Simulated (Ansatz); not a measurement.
# C (P6_3/mmc) in Ansatz: further runs

Aim: see how the results for C move with the level of theory and the settings. Levels: PBE+D4, RPBE+D4. Tasks: relaxation of cell and atoms.

The COD entry that gives the cell may itself be a prediction, so a difference from it is no test against experiment.

Program: Ansatz 0.2.0. These are calculated values, not measurements. Logs are shortened: lines on timing, memory, paths and dates and some standing lists are left out, and cuts for length are marked.

## (1) The crystal as given

Symmetry: P6_3/mmc, No. 194, hexagonal system. Conventional cell: a = 2.522 Å, b = 2.522 Å, c = 12.356 Å, α = 90.00°, β = 90.00°, γ = 120.00°. C (site symmetry 3m) has 4 C at 1.54 Å as nearest neighbours. C (site symmetry 3m) has 4 C at 1.54 Å as nearest neighbours. C (site symmetry 3m) is surrounded by 4 C at 1.54 Å.

This is a hexagonal form of diamond, not graphite.

## (2) Relaxation of cell and atoms, PBE+D4

Input file input.yaml:

```yaml
crystal:
  lattice:
    - [2.5221, 0.0, 0.0]
    - [-1.26105, 2.1842026709, 0.0]
    - [0.0, 0.0, 12.3557]
  atoms:
    - { symbol: C, position: [0.6666666667, 0.3333333333, 0.35417] }
    - { symbol: C, position: [0.3333333333, 0.6666666667, 0.85417] }
    - { symbol: C, position: [0.6666666667, 0.3333333333, 0.14583] }
    - { symbol: C, position: [0.3333333333, 0.6666666667, 0.64583] }
    - { symbol: C, position: [0.6666666667, 0.3333333333, 0.47917] }
    - { symbol: C, position: [0.3333333333, 0.6666666667, 0.97917] }
    - { symbol: C, position: [0.6666666667, 0.3333333333, 0.02083] }
    - { symbol: C, position: [0.3333333333, 0.6666666667, 0.52083] }
    - { symbol: C, position: [0.0, 0.0, 0.8125] }
    - { symbol: C, position: [0.0, 0.0, 0.3125] }
    - { symbol: C, position: [0.0, 0.0, 0.6875] }
    - { symbol: C, position: [0.0, 0.0, 0.1875] }
hamiltonian:
  xc: pbe
  pseudopotentials: { kind: paw }
  dispersion: d4
kpoints:
  mp_grid: { grid: [12, 12, 3] }
scf:
  occupations: { method: fermi_dirac, width: 0.05 }
output:
  forces: true
  stress: true
  write_density: true
  write_potential: true
  elf: true
  volumetric_format: npy
relax:
  f_tol: 0.01
  max_steps: 40
  cell: { stress_tol: 0.05 }
```

Potentials or basis: Ansatz PAW.

Started as:

```sh
> ansatz run input.yaml --threads 4 --pin off --max-ram 11264MiB --backend cpu --events-out ev --progress --plain --runs-dir out
```

The log of the run:

```text
Warning: RAYON_NUM_THREADS=4 ignored (pool sized by the plan → 4); use --threads N
Engine: ansatz 0.2.0, x86_64-unknown-linux-gnu
Pseudopotentials: kind: paw
Pseudopotential: C, paw, valence charge 4, recommended cutoff 420 eV (normal), C.paw.azcp
Functional definition: PBE
  parameter kappa = 0.804
  parameter beta = 0.06672455060314922
  exchange = pbe_x(kappa = kappa, mu = beta*pi^2/3)
  correlation = pbe_c(beta = beta)
Crystal: 12 atoms, lattice volume = 68.065 Å³
Basis set: ecut = 420 eV, 1355 PW (Γ), exchange–correlation on 36×36×180 points (8 copies of the dense FFT grid, shifted against one another)
Bands: 36, of which v1, the nominal top of the filled ones, is band 24 counted from 1 (23 counted from 0)
Symmetry: 24 space group operations
Space group: P63/mmc (ITA 194), of the structure as read, at distance tolerance 4.1e-5 Å
k-points: 38 of 432
Non-local potential: C, projectors of the file, l = 0: 2, l = 1: 2, l = 2: 1
PAW form: soft (Blöchl's): semilocal exchange-correlation on the pseudo side does not see the compensation charge
PAW one-centre angular grid: C, 110 points (default); XC on 64 Gauss nodes
Initial density: superposition of atomic densities (neutral atoms: chi_scale 0, normalization atom), corrected by the library's trained network
Initial wavefunctions: pseudopotential atomic-orbital guess
Functional: x = pbe(κ = 0.804, μ = 0.2195149727645171), c = pbe(β = 0.06672455060314922)
SCF iter   1: F=—  HF=-3012.162703 eV  |F-HF|=—  |Δ(HF+E_count)|=         —  Δρ=3.07e-3  dr2=3.71e-3  ethr=1.77e-3  ⟨swp⟩=6.1  Hψ=6408  notcnv=0  defer=31
preconditioner: auto → none  [insulator: Δε(μ)=4.396 eV  Ē_g=17.041 eV  σ=0.050 eV  W_gap=1.00  n_scr=10 (ndim 8)  ℏωp=31.2 eV  f_vac=0.000  D(μ)=0.00/eV (n_scr^D=0)  ε∞_Penn≈4.3]
SCF iter   2: F=—  HF=-3012.162562 eV  |F-HF|=—  |Δ(HF+E_count)|=   1.41e-4  Δρ=1.39e-3  dr2=4.16e-4  ethr=7.72e-6  ⟨swp⟩=2.0  Hψ=2522  notcnv=0  defer=75
SCF iter   3: F=—  HF=-3012.162795 eV  |F-HF|=—  |Δ(HF+E_count)|=   2.33e-4  Δρ=4.23e-4  dr2=3.87e-5  ethr=8.68e-7  ⟨swp⟩=2.7  Hψ=2067  notcnv=0  defer=75
SCF iter   4: F=—  HF=-3012.162819 eV  |F-HF|=—  |Δ(HF+E_count)|=   2.36e-5  Δρ=5.78e-5  dr2=6.58e-7  ethr=8.07e-8  ⟨swp⟩=2.5  Hψ=2079  notcnv=0  defer=75
iter 5 did not close the SCF: its close was put off for the readings that it lacked (scf_convergence_deferred on its scf_iter line)
SCF iter   5: F=-3012.162820 eV  HF=-3012.162820 eV  |F-HF|=4.06e-9  |Δ(HF+E_count)|=   9.47e-7  Δρ=4.54e-6  dr2=6.66e-9  ethr=1.37e-9  ⟨swp⟩=2.0  Hψ=1997  notcnv=0  defer=75
SCF iter   6: F=-3012.162820 eV  HF=-3012.162820 eV  |F-HF|=4.38e-10  |Δ(HF+E_count)|=   5.01e-9  Δρ=9.47e-7  dr2=2.67e-10  ethr=1.39e-11  ⟨swp⟩=5.0  Hψ=6602  notcnv=0
SCF 1 converged in 6 iterations: F = -3012.162820 eV  dr2 = 2.67e-10
relax step   1: F+E_penalty+E_count = -3012.16282002 eV  Δ(F+E_penalty+E_count) = +0.000e0 eV  max|allowed force component| = 3.305e-1 eV/Å  Δτ_max = 0.0000 Å  P = -3.208 GPa  Ω = 68.065 Å³  (6 SCF iters, dr2 threshold 1.00e-7 eV, accepted)
Crystal: 12 atoms, lattice volume = 67.755 Å³
Basis set: ecut = 420 eV, 1331 PW (Γ), exchange–correlation on 36×36×180 points (8 copies of the dense FFT grid, shifted against one another)
Initial density: handed on by an earlier stage of this run
Initial wavefunctions: those handed on with the density
iter 1 solved again at ethr=8.31e-6 eV; its pass at ethr=3.10e-3 eV (dr2=3.99e-3 eV) is discarded
SCF iter   1: F=—  HF=-3012.183805 eV  |F-HF|=—  |Δ(HF+E_count)|=         —  Δρ=2.89e-3  dr2=3.88e-3  ethr=8.31e-6  ⟨swp⟩=2.6  Hψ=6410  notcnv=0  defer=2
preconditioner: auto → none  [insulator: Δε(μ)=4.420 eV  Ē_g=17.094 eV  σ=0.050 eV  W_gap=1.00  n_scr=10 (ndim 8)  ℏωp=31.3 eV  f_vac=0.000  D(μ)=0.00/eV (n_scr^D=0)  ε∞_Penn≈4.3]
SCF iter   2: F=—  HF=-3012.182905 eV  |F-HF|=—  |Δ(HF+E_count)|=   9.00e-4  Δρ=1.12e-3  dr2=3.96e-4  ethr=8.07e-6  ⟨swp⟩=2.3  Hψ=1910  notcnv=0
SCF iter   3: F=—  HF=-3012.182864 eV  |F-HF|=—  |Δ(HF+E_count)|=   4.10e-5  Δρ=3.21e-4  dr2=3.03e-5  ethr=8.26e-7  ⟨swp⟩=2.2  Hψ=2286  notcnv=0
iter 4 did not close the SCF: its close was put off for the readings that it lacked (scf_convergence_deferred on its scf_iter line)
SCF iter   4: F=-3012.182867 eV  HF=-3012.182867 eV  |F-HF|=4.10e-7  |Δ(HF+E_count)|=   2.43e-6  Δρ=5.45e-5  dr2=5.40e-7  ethr=6.31e-8  ⟨swp⟩=2.4  Hψ=2052  notcnv=0
iter 5 did not close the SCF: its close was put off for the readings that it lacked (scf_convergence_deferred on its scf_iter line)
SCF iter   5: F=-3012.182867 eV  HF=-3012.182867 eV  |F-HF|=1.36e-9  |Δ(HF+E_count)|=   4.79e-7  Δρ=6.53e-6  dr2=1.40e-8  ethr=1.13e-9  ⟨swp⟩=2.3  Hψ=2214  notcnv=0
SCF iter   6: F=-3012.182867 eV  HF=-3012.182867 eV  |F-HF|=2.47e-10  |Δ(HF+E_count)|=   5.50e-9  Δρ=1.00e-6  dr2=2.47e-10  ethr=2.91e-11  ⟨swp⟩=5.4  Hψ=7071  notcnv=0
SCF 2 converged in 6 iterations: F = -3012.182867 eV  dr2 = 2.47e-10
[... 71 lines left out ...]
SCF iter   7: F=-3012.185604 eV  HF=-3012.185604 eV  |F-HF|=0.00e0  |Δ(HF+E_count)|=  9.09e-13  Δρ=1.90e-9  dr2=1.01e-15  ethr=1.00e-12  ⟨swp⟩=3.1  Hψ=4117  notcnv=0
SCF 7 converged in 7 iterations: F = -3012.185604 eV  dr2 = 1.01e-15
relax step   7: F+E_penalty+E_count = -3012.18560394 eV  Δ(F+E_penalty+E_count) = +2.529e-4 eV  max|allowed force component| = 3.091e-4 eV/Å  Δτ_max = 0.0000 Å  P = -0.002 GPa  Ω = 67.558 Å³  stress off target by 1.94e-3 GPa  SCF on the basis re-selected at this cell (its energy is not comparable with the rows above)  (7 SCF iters)
basis re-selected at this cell: Δ(F+E_penalty+E_count) = +2.529e-4 eV, ΔP = -0.003 GPa vs the last step (what re-selecting the basis moved, of the pressure what is left beyond the Pulay correction that the steps carried, after the strain that the cell walked since its last selection, with what the two solves' SCF thresholds leave and, on support functions, any second-order correction that the steps lacked; it is no measure of the basis error at this ecutwfc). This SCF's stress stands 1.94e-3 GPa from its target on what of the cell is left free (relax.cell.stress_tol is 5.00e-2 GPa) and its largest allowed force component is 3.09e-4 eV/Å (relax.f_tol is 1.00e-2 eV/Å): within both
SCF converged after 7 iterations
Free energy (F): -3012.185604 eV
Harris-Foulkes:  -3012.185604 eV  (|F-HF|=0.00e0)
Internal energy: -3012.185604 eV  (E = F + TS)
E sigma→0 (E₀):  -3012.185604 eV
Fermi energy:    15.737565 eV
--- Per-component energies (eV) ---
  E_band       = 212.393613
  E_kinetic    = 1110.228396
  E_local      = -733.115346  (includes V_loc(G=0)·N_el)
  E_nonlocal   = 320.531992
  E_hartree    = 160.929365
  E_xc         = -585.439828
  E_vxc        = -726.865222  (∫ρ·V_xc dr)
  E_paw        = -1190.900235  (= ΣΔE_a)
  E_vpaw       = -80.245038  (= ΣTr[D̂ρ^β])
  E_aug_tail   = 0.000100  (compensation charges beyond the density's cutoff)
  E_ewald      = -2091.844534
  E_disp       = -2.575515  (pairwise vdW)
  E_smearing   = -0.000000  (= −TS)
  E_closure    = -0.000000  (closes the sum)
  Σ components = -3012.185604   (vs F -3012.185604, Δ=0.00e0)
--- Forces (eV/Å), atoms counted from 1 ---
  atom   1  C     -0.00000000    -0.00000000     0.00030910
  atom   2  C     -0.00000000     0.00000000     0.00030910
  atom   3  C     -0.00000000    -0.00000000    -0.00030910
  atom   4  C     -0.00000000     0.00000000    -0.00030910
  atom   5  C     -0.00000000     0.00000000    -0.00006127
  atom   6  C      0.00000000    -0.00000000    -0.00006127
  atom   7  C     -0.00000000     0.00000000     0.00006127
  atom   8  C     -0.00000000    -0.00000000     0.00006127
  atom   9  C      0.00000000    -0.00000000     0.00025855
  atom  10  C      0.00000000     0.00000000     0.00025855
  atom  11  C     -0.00000000    -0.00000000    -0.00025855
  atom  12  C     -0.00000000     0.00000000    -0.00025855
  max |Σ_I F_I| component: 2.22e-16 eV/Å
--- Stress (GPa, compression-positive) ---
       -0.001925       0.000000       0.000000
        0.000000      -0.001925       0.000000
        0.000000       0.000000      -0.001935
  P = ⅓ Tr σ = -0.0019 GPa (-0.019 kbar)
--- Band table (eV; the first three rows and the last of 38) ---
  k-point 0: bands = ["-8.1384", "-7.4119", "-7.3354", "-5.1615", "-5.1008", "-2.3888", "-0.0197", "3.9415", "4.0156", "9.6076", "9.6272", "10.6220", "10.6220", "11.1156", "11.1156", "11.1671", "11.1671", "12.4505", "12.4505", "12.5537", "12.5537", "13.3873", "13.5411", "13.5411", "18.9500", "18.9500", "19.0776", "20.0477", "20.0477", "20.4553", "20.4553", "20.6921", "21.0148", "21.5550", "21.5550", "21.7425"]
  k-point 1: bands = ["-8.0533", "-7.7988", "-6.7827", "-6.0331", "-4.1016", "-3.0295", "0.7630", "2.2574", "5.8203", "7.7228", "10.6809", "10.6809", "10.8554", "10.8554", "11.3866", "11.5264", "11.5264", "11.9894", "11.9894", "12.7978", "13.0025", "13.0025", "13.3911", "13.3911", "19.1341", "19.1341", "19.4331", "19.6005", "19.6005", "20.1479", "20.8950", "20.8950", "21.3580", "21.3580", "21.3713", "21.6501"]
  k-point 2: bands = ["-7.9661", "-7.2406", "-7.1645", "-4.9949", "-4.9348", "-2.2357", "0.1400", "4.0663", "4.1401", "9.6049", "9.6234", "9.7595", "10.2360", "10.3002", "10.3335", "10.7844", "10.7989", "11.6869", "11.8093", "12.1889", "12.2529", "12.8241", "13.1260", "13.2765", "19.0430", "19.3431", "19.3606", "19.9726", "20.2659", "20.4979", "20.8268", "21.1308", "21.5158", "21.5800", "22.0117", "22.1777"]
  k-point 37: bands = ["-0.8568", "-0.8568", "-0.5232", "-0.4507", "-0.3734", "-0.3734", "1.6467", "1.6467", "1.7887", "2.1647", "2.6091", "2.6091", "4.0116", "4.0116", "4.3909", "5.1086", "5.3482", "5.3482", "7.5642", "7.5642", "7.9130", "8.4965", "8.7305", "8.7305", "19.2991", "19.2991", "20.0666", "21.1288", "22.0319", "22.0319", "24.4054", "24.7512", "24.7512", "25.7419", "26.1306", "26.1306"]
--- Relaxed structure (5 steps of the walk, 5 accepted, 2 SCFs on fresh bases) ---
  F+E_penalty+E_count = -3012.18560394 eV   max|allowed force component| = 3.091e-4 eV/Å   (the final SCF, on the basis selected at the relaxed cell)
  cell:  # Å, volume = 67.5576 Å³
    - [2.510303792232079, 0.0, 0.0]
    - [-1.2551518961160395, 2.1739868552893933, 0.0]
    - [0.0, 0.0, 12.379157830147205]
  atoms:
    - { symbol: C, position: [0.6666666666666666, 0.3333333333333333, 0.3549081863336317] }
    - { symbol: C, position: [0.3333333333333333, 0.6666666666666666, 0.8549081863336319] }
    - { symbol: C, position: [0.6666666666666666, 0.3333333333333333, 0.14509181366636845] }
    - { symbol: C, position: [0.3333333333333333, 0.6666666666666666, 0.6450918136663686] }
    - { symbol: C, position: [0.6666666666666666, 0.3333333333333333, 0.479231286466604] }
    - { symbol: C, position: [0.3333333333333333, 0.6666666666666666, 0.9792312864666043] }
    - { symbol: C, position: [0.6666666666666666, 0.3333333333333333, 0.020768713533396075] }
    - { symbol: C, position: [0.3333333333333333, 0.6666666666666666, 0.5207687135333963] }
    - { symbol: C, position: [-3.756778566656252e-34, 8.376665185654997e-34, 0.8131287546522636] }
    - { symbol: C, position: [6.770758732051387e-34, -9.258419415723944e-34, 0.3131287546522636] }
    - { symbol: C, position: [-3.950839163586049e-34, 1.307935441268938e-33, 0.6868712453477368] }
    - { symbol: C, position: [2.3254372073566585e-34, -1.1021927875861838e-33, 0.18687124534773655] }
```

It took 17 s on 4 threads of Intel Xeon at 2.70GHz, shared host; peak memory 0.46 GiB.

Results:

* Free energy: -3012.1856 eV
* Relaxed volume: 5.63 Å³/atom
* Relaxed cell: a = 2.510 Å, b = 2.510 Å, c = 12.379 Å, α = 90.00°, β = 90.00°, γ = 120.00°
* Space group after relaxing (to 0.05 Å): P6_3/mmc (No. 194)
* Energy gained by relaxing: 1.9 meV/atom
* Ionic steps: 7
* Pressure after relaxing: 0.0 GPa
* Band gap on the k mesh: 4.47 eV, indirect (least direct gap 5.41 eV)

The path:
| step | energy change (eV) | largest force (eV/Å) | volume (Å³) |
| --- | --- | --- | --- |
| 1 | 0.0000 | 0.3305 | 68.06 |
| 2 | -0.0200 | 0.3256 | 67.75 |
| 3 | -0.0251 | 0.1522 | 67.63 |
| 4 | -0.0263 | 0.0013 | 67.57 |
| 5 | -0.0229 | 0.0020 | 67.57 |
| 6 | -0.0230 | 0.0003 | 67.56 |
| 7 | -0.0228 | 0.0003 | 67.56 |

Final structure:
```xyz
12
Lattice="2.5103 0.0000 0.0000 -1.2552 2.1740 0.0000 0.0000 0.0000 12.3792" Properties=species:S:1:pos:R:3 pbc="T T T"
C     1.2552    0.7247    4.3935
C     0.0000    1.4493   10.5830
C     1.2552    0.7247    1.7961
C     0.0000    1.4493    7.9857
C     1.2552    0.7247    5.9325
C     0.0000    1.4493   12.1221
C     1.2552    0.7247    0.2571
C     0.0000    1.4493    6.4467
C     0.0000    0.0000   10.0658
C     0.0000    0.0000    3.8763
C     0.0000    0.0000    8.5029
C     0.0000    0.0000    2.3133
```

Caveat: odd divisions of the mesh miss points on the zone boundary, where band edges often lie, so the gap on the mesh can be too wide; the plane-wave basis is chosen anew once the cell has moved, so the energies of steps on either side of that aren't comparable; the pressure holds a Pulay correction of +1.0 GPa for the finite cutoff. As with any semilocal functional, this PBE gap is likely too small.

## (3) Relaxation of cell and atoms, RPBE+D4

input.yaml, as its differences from that of step 2:

```diff
@@ -19,3 +19,3 @@
 hamiltonian:
-  xc: pbe
+  xc: rpbe
   pseudopotentials: { kind: paw }
@@ -29,6 +29,2 @@
   stress: true
-  write_density: true
-  write_potential: true
-  elf: true
-  volumetric_format: npy
 relax:
```

Potentials or basis: Ansatz PAW.

Started as:

```sh
> ansatz run input.yaml --threads 4 --pin off --max-ram 11264MiB --backend cpu --events-out ev --progress --plain --runs-dir out
```

Run time: 14 s. Hardware: 4 threads of Intel Xeon at 2.70GHz, shared host; peak memory 0.45 GiB.

It converged, with:

- Free energy: -3030.8903 eV
- Relaxed volume: 5.60 Å³/atom
- Relaxed cell: a = 2.505 Å, b = 2.505 Å, c = 12.354 Å, α = 90.00°, β = 90.00°, γ = 120.00°
- Space group after relaxing (to 0.05 Å): P6_3/mmc (No. 194)
- Energy gained by relaxing: 2.9 meV/atom
- Ionic steps: 7
- Pressure after relaxing: 0.0 GPa
- Band gap on the k mesh: 4.49 eV

The path:
```
step  energy change (eV)  largest force (eV/Å)  volume (Å³)
   1              0.0000                0.3289        68.06
   2             -0.0312                0.3225        67.51
   3             -0.0389                0.1216        67.22
   4             -0.0398                0.0023        67.17
   5             -0.0350                0.0029        67.17
   6             -0.0351                0.0003        67.15
   7             -0.0351                0.0003        67.15
```

Final structure:
```
C
1.0
     2.50529    0.00000    0.00000
    -1.25265    2.16965    0.00000
     0.00000    0.00000   12.35442
C
12
Cartesian
  1.2526 0.7232 4.3848
  0.0000 1.4464 10.5620
  1.2526 0.7232 1.7924
  0.0000 1.4464 7.9696
  1.2526 0.7232 5.9206
  0.0000 1.4464 12.0978
  1.2526 0.7232 0.2566
  0.0000 1.4464 6.4338
  0.0000 0.0000 10.0455
  0.0000 0.0000 3.8683
  0.0000 0.0000 8.4861
  0.0000 0.0000 2.3089
```

Caveat: odd divisions of the mesh miss points on the zone boundary, where band edges often lie, so the gap on the mesh can be too wide; the plane-wave basis is chosen anew once the cell has moved, so the energies of steps on either side of that aren't comparable; the pressure holds a Pulay correction of +0.9 GPa for the finite cutoff; the PAW data sets come from PBE, with cores solved anew for the run's functional, which leaves a small shift of forces and pressure. As with any semilocal functional, this RPBE gap is likely too small.
